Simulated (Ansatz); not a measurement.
We consider cubic perovskite BaSnO3, described by PBEsol+SOC in Ansatz (PAW).

Numerical settings: plane-wave cutoff 520 eV, 8×8×8 k mesh, Fermi–Dirac smearing 0.01 eV, PAW data made under PBE.

The cell has the measured lattice: a = 4.116 Å, b = 4.116 Å, c = 4.116 Å, α = 90.00°, β = 90.00°, γ = 90.00°.

Task: Give the computed band gap and smallest direct gap on the k points sampled.

Result: 
- band gap = 0.91 eV (indirect)
- smallest direct gap on the k points sampled = 1.35 eV

Measured, for comparison: band gap 2.95 eV (temperature not stated, not corrected to a static lattice, indirect, from the absorption edge of a single crystal; as tabulated in Kim et al. (2012), arXiv:1207.0764). Computed (rounded) less measured: band gap -2.04 eV.

Note: cell and atoms aren't relaxed at this level (pressure 0.6 GPa).

Static lattice: no zero-point or thermal effects.

Computing time: about 80 core-seconds (a rough figure).

Ansatz is a quantum-chemistry and plane-wave program.
